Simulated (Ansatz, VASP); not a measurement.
# One calculation of Ag, two programs

INCAR

```
SYSTEM = Ag
ALGO = Fast
EDIFF = 1E-7
EDIFFG = -0.001
ENCUT = 600
IBRION = 2
ISIF = 3
ISMEAR = -1
LASPH = .TRUE.
LCHARG = .FALSE.
LREAL = .FALSE.
LWAVE = .FALSE.
NELM = 100
NSW = 80
PREC = Accurate
SIGMA = 0.15
```

File KPOINTS:

```
k-points
0
G
  18 18 18
  0 0 0
```

The input POSCAR:

```
Ag
1.0
    0.0000000000      2.0009086905      2.0009086905
    2.0009086905      0.0000000000      2.0009086905
    2.0009086905      2.0009086905      0.0000000000
Ag
1
Direct
    0.0000000000      0.0000000000      0.0000000000
```

Input for Ansatz:

```yaml
crystal:
  lattice:
    - [0.0, 2.0009086905, 2.0009086905]
    - [2.0009086905, 0.0, 2.0009086905]
    - [2.0009086905, 2.0009086905, 0.0]
  atoms:
    - { symbol: Ag, position: [0.0, 0.0, 0.0] }
basis:
  ecutwfc: 420
kpoints:
  mp_grid: { grid: [18, 18, 18] }
hamiltonian:
  xc: lda
  pseudopotentials: { kind: paw, azcp: { folder: soft_1 } }
scf:
  occupations: { method: fermi_dirac, width: 0.15 }
output:
  forces: true
  stress: true
  eigenvalues: true
relax:
  adjacent_minimum: "off"
  f_tol: 0.001
  max_steps: 60
  cell: { stress_tol: 0.01 }
```

Alike in both runs: task relaxation of cell and atoms; functional LDA; k mesh 18 × 18 × 18; occupations fermi-dirac, width 0.15 eV; no spin polarisation.

|  | VASP | Ansatz |
| --- | --- | --- |
| version | VASP 6.6.1 | Ansatz 0.2.0 |
| potentials or method | VASP PAW LDA potentials, release 64 (Ag) | scalar-relativistic, plane waves, PAW |
| plane-wave cutoff (eV) | 600 | 420 |
| valence electrons in the cell | 11 | 19 |

```tsv
	VASP	Ansatz	Ansatz less VASP
gap on the k mesh at the Fermi level, each at its own relaxed structure (eV)	none	none	-
relaxed volume (Å³/atom)	16.04	16.03	-0.008
relaxed cell length with the largest relative difference (Å)	2.831	2.830	-0.0005
```

A gap of «none» marks a metal or a gap that the smearing closes. The two sets of potentials don't hold the same shells in valence. Ansatz warned: «pseudo_functional_mismatch».
